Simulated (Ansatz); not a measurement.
All numbers below come from Ansatz 0.2.0, DFT PBE, scalar-relativistic, plane waves, PAW. All cells share a 420 eV cutoff and Γ-centred k meshes spaced at most about 0.3 Å⁻¹ (about 0.25 or finer for metals, 2π included). No spin polarisation in the final relaxations.

These are static total energies at zero pressure. All come from trial cells, and lower structures may exist.

Problem. These unrelaxed guesses for C are each relaxed within their symmetry. Order them by the energy at which they end, lowest first.
1.

Space group Cmce (No. 64). a = 4.921 Å, b = 7.210 Å, c = 2.370 Å, α = 90.00°, β = 90.00°, γ = 90.00°
```
atom  site  symmetry       x       y       z
   C    8f       m.. 0.5000  0.9136  0.8372
   C    8e       .2. 0.2500  0.8093  0.7500
```

2.

Space group R-3m:H (No. 166). a = 2.480 Å, b = 2.480 Å, c = 18.278 Å, α = 90.00°, β = 90.00°, γ = 120.00°
```tsv
atom	site	symmetry	x	y	z
C	6c	3m	0.3333	0.6667	0.9027
C	6c	3m	0.6667	0.3333	0.7917
C	6c	3m	0.0000	0.0000	0.6807
```

3.

Space group Cmmm (No. 65). a = 2.367 Å, b = 7.760 Å, c = 2.462 Å, α = 90.00°, β = 90.00°, γ = 90.00°
| atom | site | symmetry | x | y | z |
| --- | --- | --- | --- | --- | --- |
| C | 4j | m2m | 0.0000 | 0.9060 | 0.5000 |
| C | 4i | m2m | 0.0000 | 0.8050 | 0.0000 |

4.

Space group Cmcm (No. 63). a = 3.597 Å, b = 7.765 Å, c = 2.507 Å, α = 90.00°, β = 90.00°, γ = 90.00°
```tsv
atom	site	symmetry	x	y	z
C	8g	..m	0.2065	0.1962	0.7500
C	4c	m2m	0.5000	0.0569	0.7500
```

Solution. 1 (ends in Fd-3m, diamond type, 0 meV/atom), 2 (ends in R-3m, 14 meV/atom), 4 (ends in Cmcm, 222 meV/atom), 3 (ends in Cmmm, 300 meV/atom).

For metals, differences of a few meV/atom aren't resolved. Cells relaxed within their symmetry can be saddle points. The part of the Crystallography Open Database at hand lists C in space groups No. 58, 69, 71, 141, 166 and others; sharing a group (Fd-3m and R-3m) doesn't make a cell the listed structure. Some types were kept out of the candidates beforehand, so the set may lack a known form.
